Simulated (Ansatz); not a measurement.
# Straining ScAl2

Method: DFT PBEsol, scalar-relativistic, plane waves, PAW (Ansatz 0.2.0). Run with 420 eV cutoff, 8×8×8 k-mesh, Gaussian smearing of 0.10 eV, no spin polarisation.

Reference structure (relaxed):

```xyz
6
Lattice="0.0000 3.7634 3.7634 3.7634 0.0000 3.7634 3.7634 3.7634 0.0000" Properties=species:S:1:pos:R:3 pbc="T T T"
Sc    3.7634    3.7634    3.7634
Sc    5.6451    5.6451    5.6451
Al    0.9409    0.9409    0.9409
Al    0.9409    2.8226    2.8226
Al    2.8226    0.9409    2.8226
Al    2.8226    2.8226    0.9409
```

Deformation: biaxial strain in the a-b plane, with the length and tilt of c and the atoms relaxed, all within the symmetry that the strain leaves. Energies are extrapolated to zero smearing.

```csv
strain (%),ΔE (meV/atom),a (Å),b (Å),c (Å)
-6.0,94.8,5.003,5.003,5.359
-4.0,39.8,5.109,5.109,5.339
-2.0,9.4,5.216,5.216,5.327
+0.0,0.0,5.322,5.322,5.322
+2.0,8.7,5.429,5.429,5.324
+4.0,32.9,5.535,5.535,5.331
+6.0,70.3,5.642,5.642,5.343
```

(1) What stiffness (1/V) d²E/dε² at zero strain does a cubic fit over all points give?

(2) How does the free axis c answer a small strain?

Answers

(1) A cubic fit gives (1/V) d²E/dε² = 414 GPa at zero strain (twice the biaxial modulus).

(2) Between the innermost points its strain is -0.01 times the applied one.